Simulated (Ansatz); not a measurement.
MgO built on the zincblende prototype, relaxed with r2SCAN in Ansatz: it is cubic, F-43m (No. 216); conventional cell a = 4.564 Å, 11.88 Å³ an atom. Mg is surrounded by 4 O at 1.98 Å; O is surrounded by 4 Mg at 1.98 Å. It was then strained (isotropic on every length). Unstrained, HSE06 gives 5.268 eV (Γ, 6×6×6 mesh), and the band edges keep their places in every row. Stress is positive in compression. (Calculated; spin-unpolarised; the phase may be known or hypothetical.)

```csv
strain (%),ln(V/V₀),"ΔE_g, HSE06 (eV)","Δpressure, r2SCAN (GPa)"
-3.16,-0.0963,+0.634,+14.69
+0.38,+0.0114,-0.072,-1.40
+3.0,+0.0887,-0.538,-9.33
+3.35,+0.0989,-0.597,-10.19
```

Fit ΔE_g = a x + b x² to these rows by least squares, with x = ln(V/V₀).
The normal equations take Σx² = 2.705e-02, Σx³ = 7.737e-04, Σx⁴ = 2.436e-04, ΣxΔE = -1.686e-01 and Σx²ΔE = -4.202e-03, and give a = -6.31 eV, b = +2.8 eV; the largest residual is 0.000 eV. a is the volume deformation potential of this gap.

Fit the change of pressure in the same way.
Δpressure = -128.0 x + (255) x² GPa. So B₀ = 128.0 GPa and B′ ≈ 2 × 255/128.0 = 4.0; two terms over so wide a range bias B₀ by a few per cent and B′ by more; the gap's pressure coefficient at zero is −a/B₀ = +49 meV/GPa, with HSE06's a and r2SCAN's B₀.

Predict the withheld row at -1.33 % (x = -0.0402).
ΔE_g ≈ -6.31 × (-0.0402) + (2.8) × (-0.0402)² = +0.258 eV, and Δpressure ≈ +5.56 GPa. The runs give +0.259 eV and +5.47 GPa, off by +0.001 eV and -0.09 GPa.

The meshes of the hybrids are coarse, so their gaps aren't converged to the digits shown.
